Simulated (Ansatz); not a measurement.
InN (zinc blende) is sheared across one {111} plane, glide cut: the third cell vector gains the shift, so faults repeat every 8.7 Å. The cut lies between planes 0.73 Å apart; the cell height is held.

```
InN
1.0
    3.57016     0.00000     0.00000
    1.78508     3.09185     0.00000
   -0.00001    -0.00001     8.74508
N In
3 3
Cartesian
  3.57016   2.06124   0.36437
  1.78508   1.03062   3.27940
  5.35524   3.09185   6.19442
 -0.00001   0.00000   8.38070
  3.57016   2.06123   2.55064
  1.78508   1.03061   5.46567
```

In-plane vectors a = (3.570, 0.000) Å, b = (1.785, 3.092) Å, area 11.04 Å². The shift is s times the vector a + b (length 6.184 Å), so s = 1 restores the start. Atoms relax along the normal only. γ = [E(shift) − E(0)] / area.

Level of theory: PBE (plane waves to 420 eV, PAW, scalar-relativistic; Ansatz, an electronic-structure program). k mesh 9×9×3 (Γ-centred), Fermi-Dirac smearing 0.05 eV. Energies are extrapolated to zero smearing. Some relaxations began with atoms very close together and may have settled on another branch. With partly filled bands, the k mesh leaves noise in γ, roughly 0.02 J/m² as judged from a few cases. Faults lie only 8.7 Å apart, and holding the cell height raises γ above its relaxed value. At this level the bands of InN touch or barely overlap; measurements give the solid a gap. InN was relaxed with its symmetry unable to fall. γ is measured from zero shift. The last digit holds for this mesh only.

```json
[
 {"s": "0.000", "γ (J/m²)": "0.00"},
 {"s": "0.083", "γ (J/m²)": "withheld"},
 {"s": "0.167", "γ (J/m²)": "4.93"},
 {"s": "0.250", "γ (J/m²)": "6.43"},
 {"s": "0.333", "γ (J/m²)": "6.91"},
 {"s": "0.417", "γ (J/m²)": "6.43"},
 {"s": "0.500", "γ (J/m²)": "4.93"},
 {"s": "0.583", "γ (J/m²)": "1.98"},
 {"s": "0.667", "γ (J/m²)": "-0.05"},
 {"s": "0.750", "γ (J/m²)": "0.74"},
 {"s": "0.833", "γ (J/m²)": "1.25"},
 {"s": "0.917", "γ (J/m²)": "0.77"}
]
```

**Question.** Fit a Fourier form (three harmonics of 1 − cos and sin) to the given rows and predict γ at s = 0.083.

**Answer.** Least squares on the 11 given rows: γ = (1.729)·[1 − cos(2πs)] + (2.944)·sin(2πs) + (0.555)·[1 − cos(4πs)] + (-0.961)·sin(4πs) + (0.722)·[1 − cos(6πs)] + (-0.028)·sin(6πs), in J/m²; root-mean-square residual 0.103 J/m². At 0.083 the fit gives 1.84 J/m²; the calculation gives 2.00 J/m², so the interpolation is off by -0.16 (-8.0 %). 

(The slope of γ gives the shear force per area between the displaced halves; near zero shift its curvature is an elastic stiffness.)
